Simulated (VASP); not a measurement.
# Ag (Im-3m) in VASP: further runs

The runs below take Ag through single point, with r2SCAN.

Everything below comes from runs of VASP 6.6.1. Logs are shortened: lines on timing, memory, paths and dates and some standing lists are left out, and cuts for length are marked.

### 1 The structure

It takes space group Im-3m (No. 229, cubic). Conventional cell: a = 3.311 Å, b = 3.311 Å, c = 3.311 Å, α = 90.00°, β = 90.00°, γ = 90.00°. Around Ag (site symmetry m-3m) lie 8 Ag at 2.87 Å.

This isn't the form of Ag at room conditions, which is fcc.

### 2 Single point, r2SCAN

INCAR

```
SYSTEM = Ag
PREC     = Accurate       ! precision mode
ENCUT    = 400            ! plane-wave cutoff, eV
EDIFF    = 1E-6           ! SCF threshold, eV
ISMEAR   = 1              ! smearing method
SIGMA    = 0.1            ! smearing width, eV
LREAL    = .False.        ! projectors in reciprocal space
LASPH    = .True.         ! aspherical terms in the spheres
NELM     = 100            ! most SCF steps
ALGO     = Normal         ! electronic algorithm
ISIF     = 2              ! what is computed and relaxed
LWAVE    = .False.        ! write WAVECAR
LCHARG   = .False.        ! write CHGCAR
METAGGA  = R2SCAN         ! meta-GGA
LMIXTAU  = .True.       
ADDGRID  = .False.
```

KPOINTS

```
regular mesh
0
Gamma
  8 8 8
  0 0 0
```

POSCAR

```
Ag
1.0
   -1.6556540000      1.6556540000      1.6556540000
    1.6556540000     -1.6556540000      1.6556540000
    1.6556540000      1.6556540000     -1.6556540000
Ag
1
Direct
    0.0000000000      0.0000000000      0.0000000000
```

Potentials or basis: VASP PAW PBE potentials, release 64 (Ag).

On the command line:

```bash
cat potpaw_PBE.64/Ag/POTCAR > POTCAR
mpirun -np 1 vasp_std > vasp.out
```

OUTCAR:

```text
SYSTEM = Ag
   PREC = Accurate
   ENCUT = 400
   EDIFF = 1E-6
   ISMEAR = 1
   LREAL = .False.
   LASPH = .True.
   NELM = 100
   ISIF = 2
   METAGGA = R2SCAN

 Found     29 irreducible k-points:

 Following reciprocal coordinates:
            Coordinates               Weight
  0.000000  0.000000  0.000000      1.000000
  0.125000  0.000000  0.000000     12.000000
  0.250000  0.000000  0.000000     12.000000
  0.375000  0.000000  0.000000     12.000000
  0.500000  0.000000  0.000000      6.000000
  0.125000  0.125000  0.000000     24.000000
   k-points           NKPTS =     29   k-points in BZ     NKDIM =     29   number of bands    NBANDS=      9
   number of dos      NEDOS =    301   number of ions     NIONS =      1
   total plane-waves  NPLWV =   8000
   dimension x,y,z NGX =    20 NGY =   20 NGZ =   20
   dimension x,y,z NGXF=    40 NGYF=   40 NGZF=   40
   ions per type =               1
   NGX,Y,Z   is equivalent  to a cutoff of  11.59, 11.59, 11.59 a.u.
   NGXF,Y,Z  is equivalent  to a cutoff of  23.19, 23.19, 23.19 a.u.
 SYSTEM =  Ag
   PREC   = accura    normal or accurate (medium, high low for compatibility)
   ISTART =      0    job   : 0-new  1-cont  2-samecut
   ICHARG =      2    charge: 1-file 2-atom 10-const
   ISPIN  =      1    spin polarized calculation?
   LNONCOLLINEAR =      F non collinear calculations
   LSORBIT =      F    spin-orbit coupling
   LASPH  =      T    aspherical Exc in radial PAW
   ENCUT  =  400.0 eV  29.40 Ry    5.42 a.u.   4.68  4.68  4.68*2*pi/ulx,y,z
   NELM   =    100;   NELMIN=  2; NELMDL= -5     # of ELM steps
   EDIFF  = 0.1E-05   stopping-criterion for ELM
   LREAL  =      F    real-space projection
   EDIFFG = 0.1E-04   stopping-criterion for IOM
   NSW    =      0    number of steps for IOM
   IBRION =     -1    ionic relax: 0-MD 1-quasi-New 2-CG
   NFREE  =      0    steps in history (QN), initial steepest desc. (CG)
   ISIF   =      2    stress and relaxation
   ISYM   =      2    0-nonsym 1-usesym 2-fastsym
   POTIM  = 0.5000    time-step for ionic-motion
   TEBEG  =    0.0;   TEEND  =   0.0 temperature during run
   PSTRESS=    0.0 pullay stress
   NELECT =      11.0000    total number of electrons
   NUPDOWN=      -1.0000    fix difference up-down
   EMIN   =  10.00;   EMAX   =-10.00  energy-range for DOS
   EFERMI =   0.00;   METHOD = LEGACY
   ISMEAR =     1;   SIGMA  =   0.10  broadening in eV -4-tet -1-fermi 0-gaus
   EFERMI_NEDOS =   21; number of points for ismear=-14 and -15
   IALGO  =     38    algorithm
   IMIX   =      4    mixing-type and parameters
     AMIX     =   0.40;   BMIX     =  1.00
     AMIX_MAG =   1.60;   BMIX_MAG =  1.00
  volume/ion in A,a.u.               =      18.15       122.51
  Fermi-wavevector in a.u.,A,eV,Ry     =   1.385318  2.617871 26.111022  1.919106
  Thomas-Fermi vector in A             =   2.509739
   LORBIT       =      0    0 simple, 1 ext, 2 COOP (PROOUT), +10 PAW based schemes
   METAGGA = R2SCAN    functional components
   LHFCALC =     F    Hartree Fock is set to
   AEXX    =    0.0000 exact exchange contribution
   IVDW    =     0    specifies the selected vdW correction
   LEPSILON=     F    determine dielectric tensor
   LRPA    =     F    only Hartree local field effects (RPA)
 non-spin polarized calculation
 Methfessel and Paxton  Order N= 1 SIGMA  =   0.10
  energy-cutoff  :      400.00
  volume of cell :       18.15
 maximum number of plane-waves:       370
   NGX =  9   NGY =  9   NGZ =  9

 number of electron      11.0000011 magnetization

 Free energy of the ion-electron system (eV)
  ---------------------------------------------------
  ext. energy  EPLUGINS =         0.00000000
  ---------------------------------------------------
  free energy    TOTEN  =       -21.26382655 eV

  energy without entropy =      -21.26006975  energy(sigma->0) =      -21.26257428

 E-fermi :   7.7824     XC(G=0): -12.5412

 val. band max:        7.7530309300   @ k =   0.5000   0.0000   0.0000
 cond. band min:       7.7916272975   @ k =   0.3750   0.1250  -0.0000
 fundamental gap:      0.0385963674
 Fermi energy:         7.7824284486

 k-point     1 :       0.0000    0.0000    0.0000
  band No.  band energies     occupation
      1       0.1093      2.00000
      2       2.5626      2.00000
      3       2.5626      2.00000
      4       2.5626      2.00000
      5       3.7822      2.00000
      6       3.7822      2.00000
      7      26.0592      0.00000
      8      26.0592      0.00000
      9      26.0592      0.00000

 k-point     2 :       0.1250    0.0000    0.0000
  band No.  band energies     occupation
      1       0.5969      2.00000
      2       2.4518      2.00000
      3       2.5922      2.00000
      4       2.8316      2.00000
      5       3.6776      2.00000
      6       3.7904      2.00000
      7      24.3105      0.00000
      8      25.6067      0.00000
      9      26.3114      0.00000

 k-point     3 :       0.2500    0.0000    0.0000
  band No.  band energies     occupation
      1       1.4432      2.00000
      2       2.1939      2.00000
      3       3.1611      2.00000
      4       3.5357      2.00000
      5       3.5960      2.00000
      6       3.8204      2.00000
      7      19.5676      0.00000
      8      23.5981      0.00000
      9      25.7071      0.00000

 k-point     4 :       0.3750    0.0000    0.0000
  band No.  band energies     occupation
      1       1.3721      2.00000
      2       1.9480      2.00000
      3       3.6749      2.00000
      4       3.8645      2.00000
      5       4.3395      2.00000
      6       5.4853      2.00000
      7      14.6260      0.00000
      8      21.8687      0.00000
      9      23.1121      0.00000

 k-point     5 :       0.5000    0.0000    0.0000
  band No.  band energies     occupation
      1       1.2398      2.00000
      2       1.8493      2.00000
      3       3.7322      2.00000
      4       3.8869      2.00000
      5       4.7113      2.00000
      6       7.7530      1.47453
      7      11.5170      0.00000
      8      21.2428      0.00000
      9      22.1216      0.00000

 k-point     6 :       0.1250    0.1250    0.0000
  band No.  band energies     occupation
      1       1.3790      2.00000
      2       2.4035      2.00000
      3       2.4468      2.00000
      4       3.4895      2.00000
      5       3.5466      2.00000
      6       3.8763      2.00000
      7      22.2097      0.00000
      8      22.4635      0.00000
      9      25.5162      0.00000

 [... further k-points ...]

------------------------ aborting loop because EDIFF is reached ----------------------------------------

  FORCE on cell =-STRESS in cart. coord.  units (eV):
  Direction    XX          YY          ZZ          XY          YZ          ZX
  --------------------------------------------------------------------------------------
  -------------------------------------------------------------------------------------
  Total       -0.4244011     -0.4244011     -0.4244011      0.0000000      0.0000000     -0.0000000
  in kB      -37.4557325    -37.4557325    -37.4557325      0.0000000      0.0000000     -0.0000000
  external PRESSURE =     -37.4557325 kB  Pullay stress =       0.0000000 kB

 VOLUME and BASIS-vectors are now :
 -----------------------------------------------------------------------------
  energy-cutoff  :      400.00
  volume of cell :       18.15
      direct lattice vectors                 reciprocal lattice vectors
    -1.655654000  1.655654000  1.655654000     0.000000000  0.301995465  0.301995465
     1.655654000 -1.655654000  1.655654000     0.301995465  0.000000000  0.301995465
     1.655654000  1.655654000 -1.655654000     0.301995465  0.301995465  0.000000000

 POSITION                                       TOTAL-FORCE (eV/Angst)
 -----------------------------------------------------------------------------------
      0.00000      0.00000      0.00000        -0.000000      0.000000     -0.000000
 -----------------------------------------------------------------------------------
    total drift:                                0.000000     -0.000000      0.000000

  FREE ENERGIE OF THE ION-ELECTRON SYSTEM (eV)
  ---------------------------------------------------
  free  energy   TOTEN  =       -21.2638265491 eV

  energy  without entropy=      -21.2600697548  energy(sigma->0) =      -21.26257428
```

It took 11 s on 1 thread of Intel Xeon 6975P-C (Granite Rapids), shared host; peak memory 0.12 GiB.

The run converged, but some of its settings lie outside the range that counts as converged, so its numbers aren't taken as properties of the crystal.

Results:

```yaml
Free_energy: -21.2638 eV
Pressure: -3.7 GPa
Band_gap_on_the_k_mesh: none (metal or under the smearing width)
```

Caveat: the PAW data sets were made with another functional, which shifts forces and pressure a little.

### 3 Single point, r2SCAN

Edit INCAR of step 2 so:

```diff
@@ -2,3 +2,3 @@
 PREC     = Accurate       ! precision mode
-ENCUT    = 400            ! plane-wave cutoff, eV
+ENCUT    = 450            ! plane-wave cutoff, eV
 EDIFF    = 1E-6           ! SCF threshold, eV
```

KPOINTS is that of step 2.

POSCAR is that of step 2.

Potentials or basis: VASP PAW PBE potentials, release 64 (Ag).

On the command line:

```bash
cat potpaw_PBE.64/Ag/POTCAR > POTCAR
mpirun -np 1 vasp_std > vasp.out
```

OUTCAR:

```text
SYSTEM = Ag
   PREC = Accurate
   ENCUT = 450
   EDIFF = 1E-6
   ISMEAR = 1
   LREAL = .False.
   LASPH = .True.
   NELM = 100
   ISIF = 2
   METAGGA = R2SCAN

 Found     29 irreducible k-points:

 Following reciprocal coordinates:
            Coordinates               Weight
  0.000000  0.000000  0.000000      1.000000
  0.125000  0.000000  0.000000     12.000000
  0.250000  0.000000  0.000000     12.000000
  0.375000  0.000000  0.000000     12.000000
  0.500000  0.000000  0.000000      6.000000
  0.125000  0.125000  0.000000     24.000000
   k-points           NKPTS =     29   k-points in BZ     NKDIM =     29   number of bands    NBANDS=      9
[... 148 lines left out ...]

  FORCE on cell =-STRESS in cart. coord.  units (eV):
  Direction    XX          YY          ZZ          XY          YZ          ZX
  --------------------------------------------------------------------------------------
  -------------------------------------------------------------------------------------
  Total       -0.3832133     -0.3832133     -0.3832133      0.0000000      0.0000000     -0.0000000
  in kB      -33.8206848    -33.8206848    -33.8206848      0.0000000      0.0000000     -0.0000000
  external PRESSURE =     -33.8206848 kB  Pullay stress =       0.0000000 kB

 VOLUME and BASIS-vectors are now :
 -----------------------------------------------------------------------------
  energy-cutoff  :      450.00
  volume of cell :       18.15
      direct lattice vectors                 reciprocal lattice vectors
    -1.655654000  1.655654000  1.655654000     0.000000000  0.301995465  0.301995465
     1.655654000 -1.655654000  1.655654000     0.301995465  0.000000000  0.301995465
     1.655654000  1.655654000 -1.655654000     0.301995465  0.301995465  0.000000000

 POSITION                                       TOTAL-FORCE (eV/Angst)
 -----------------------------------------------------------------------------------
      0.00000      0.00000      0.00000         0.000000      0.000000     -0.000000
 -----------------------------------------------------------------------------------
    total drift:                                0.000000      0.000000      0.000000

  FREE ENERGIE OF THE ION-ELECTRON SYSTEM (eV)
  ---------------------------------------------------
  free  energy   TOTEN  =       -21.2637005814 eV

  energy  without entropy=      -21.2599407923  energy(sigma->0) =      -21.26244732
```

Wall time 11 s (1 thread of Intel Xeon 6975P-C (Granite Rapids), shared host); peak memory 0.12 GiB.

These settings aren't checked as converged: the numbers below hold their error.

Results:

| Item | Value |
| --- | --- |
| Free energy | -21.2637 eV |
| Pressure | -3.4 GPa |
| Band gap on the k mesh | none (metal or under the smearing width) |

Caveat: the PAW data sets were made with another functional, which shifts forces and pressure a little.

### 4 Single point, r2SCAN

Edit INCAR of step 3 so:

```diff
@@ -2,3 +2,3 @@
 PREC     = Accurate       ! precision mode
-ENCUT    = 450            ! plane-wave cutoff, eV
+ENCUT    = 300            ! plane-wave cutoff, eV
 EDIFF    = 1E-6           ! SCF threshold, eV
```

KPOINTS

```
regular mesh
0
Gamma
  10 10 10
  0 0 0
```

POSCAR is that of step 3.

Potentials or basis: VASP PAW PBE potentials, release 64 (Ag).

On the command line:

```bash
cat potpaw_PBE.64/Ag/POTCAR > POTCAR
mpirun -np 1 vasp_std > vasp.out
```

OUTCAR:

```text
SYSTEM = Ag
   PREC = Accurate
   ENCUT = 300
   EDIFF = 1E-6
   ISMEAR = 1
   LREAL = .False.
   LASPH = .True.
   NELM = 100
   ISIF = 2
   METAGGA = R2SCAN

 Found     47 irreducible k-points:

 Following reciprocal coordinates:
            Coordinates               Weight
  0.000000  0.000000  0.000000      1.000000
  0.100000  0.000000  0.000000     12.000000
  0.200000  0.000000  0.000000     12.000000
  0.300000  0.000000  0.000000     12.000000
  0.400000  0.000000  0.000000     12.000000
  0.500000  0.000000  0.000000      6.000000
   k-points           NKPTS =     47   k-points in BZ     NKDIM =     47   number of bands    NBANDS=      9
   number of dos      NEDOS =    301   number of ions     NIONS =      1
   total plane-waves  NPLWV =   4096
   dimension x,y,z NGX =    16 NGY =   16 NGZ =   16
   dimension x,y,z NGXF=    32 NGYF=   32 NGZF=   32
   ions per type =               1
   NGX,Y,Z   is equivalent  to a cutoff of   9.28,  9.28,  9.28 a.u.
   NGXF,Y,Z  is equivalent  to a cutoff of  18.55, 18.55, 18.55 a.u.
 SYSTEM =  Ag
   PREC   = accura    normal or accurate (medium, high low for compatibility)
   ISTART =      0    job   : 0-new  1-cont  2-samecut
   ICHARG =      2    charge: 1-file 2-atom 10-const
   ISPIN  =      1    spin polarized calculation?
   LNONCOLLINEAR =      F non collinear calculations
   LSORBIT =      F    spin-orbit coupling
   LASPH  =      T    aspherical Exc in radial PAW
   ENCUT  =  300.0 eV  22.05 Ry    4.70 a.u.   4.05  4.05  4.05*2*pi/ulx,y,z
[... 62 lines left out ...]
      4       2.5791      2.00000
      5       3.8013      2.00000
      6       3.8013      2.00000
      7      26.0553      0.00000
      8      26.0553      0.00000
      9      26.0553      0.00000
[... 49 lines left out ...]
 k-point     6 :       0.5000    0.0000    0.0000
  band No.  band energies     occupation
      1       1.2520      2.00000
      2       1.8642      2.00000
      3       3.7502      2.00000
      4       3.9043      2.00000
      5       4.7315      2.00000
      6       7.7512      0.96372
      7      11.5193      0.00000
      8      21.2466      0.00000
      9      22.1095      0.00000

 [... further k-points ...]

------------------------ aborting loop because EDIFF is reached ----------------------------------------

  FORCE on cell =-STRESS in cart. coord.  units (eV):
  Direction    XX          YY          ZZ          XY          YZ          ZX
  --------------------------------------------------------------------------------------
  -------------------------------------------------------------------------------------
  Total       -0.3916679     -0.3916679     -0.3916679     -0.0000000      0.0000000     -0.0000000
  in kB      -34.5668555    -34.5668555    -34.5668555     -0.0000000      0.0000000     -0.0000000
  external PRESSURE =     -34.5668555 kB  Pullay stress =       0.0000000 kB

 VOLUME and BASIS-vectors are now :
 -----------------------------------------------------------------------------
  energy-cutoff  :      300.00
  volume of cell :       18.15
      direct lattice vectors                 reciprocal lattice vectors
    -1.655654000  1.655654000  1.655654000     0.000000000  0.301995465  0.301995465
     1.655654000 -1.655654000  1.655654000     0.301995465  0.000000000  0.301995465
     1.655654000  1.655654000 -1.655654000     0.301995465  0.301995465  0.000000000

 POSITION                                       TOTAL-FORCE (eV/Angst)
 -----------------------------------------------------------------------------------
      0.00000      0.00000      0.00000        -0.000000      0.000000     -0.000000
 -----------------------------------------------------------------------------------
    total drift:                                0.000000      0.000000     -0.000000

  FREE ENERGIE OF THE ION-ELECTRON SYSTEM (eV)
  ---------------------------------------------------
  free  energy   TOTEN  =       -21.3023629454 eV

  energy  without entropy=      -21.3016442680  energy(sigma->0) =      -21.30212339
```

OSZICAR:

```text
N       E                     dE             d eps       ncg     rms          rms(c)
DAV:   1     0.198742720128E+01    0.19874E+01   -0.41714E+03  1014   0.691E+02
DAV:   2    -0.246362371159E+02   -0.26624E+02   -0.24718E+02   893   0.148E+02
DAV:   3    -0.247897996313E+02   -0.15356E+00   -0.15354E+00   947   0.134E+01
[... 12 lines left out ...]
DAV:  16    -0.213023632969E+02    0.51593E-05   -0.32572E-07   431   0.595E-03    0.177E-03
DAV:  17    -0.213023684041E+02   -0.51073E-05   -0.82080E-08   432   0.367E-03    0.140E-03
DAV:  18    -0.213023620321E+02    0.63721E-05   -0.40511E-07   431   0.616E-03    0.363E-04
DAV:  19    -0.213023639036E+02   -0.18715E-05   -0.29044E-08   432   0.158E-03    0.900E-05
DAV:  20    -0.213023629454E+02    0.95819E-06   -0.21189E-09   431   0.517E-04
   1 F= -.21302363E+02 E0= -.21302123E+02  d E =-.718677E-03
```

Wall time 7.1 s (1 thread of Intel Xeon 6975P-C (Granite Rapids), shared host); peak memory 0.11 GiB.

The run converged, but some of its settings lie outside the range that counts as converged, so its numbers aren't taken as properties of the crystal.

What came out:

```
Free energy            : -21.3024 eV
Pressure               : -3.5 GPa
Band gap on the k mesh : none (metal or under the smearing width)
```

Caveat: the cutoff is under 1.25 times the usual one of these potentials, so pressure, stress and relaxed cells hold a basis-set (Pulay) error; the PAW data sets were made with another functional, which shifts forces and pressure a little.

### 5 For comparison

An earlier run on the cell as given: functional PBE; potentials or basis VASP PAW PBE potentials, release 64 (Ag); cutoff 520 eV; k mesh 11 × 11 × 11; occupations fermi-dirac, width 0.05 eV; no spin polarisation.

* Pressure: -0.9 GPa
* Band gap on the k mesh: none (metal or under the smearing width)
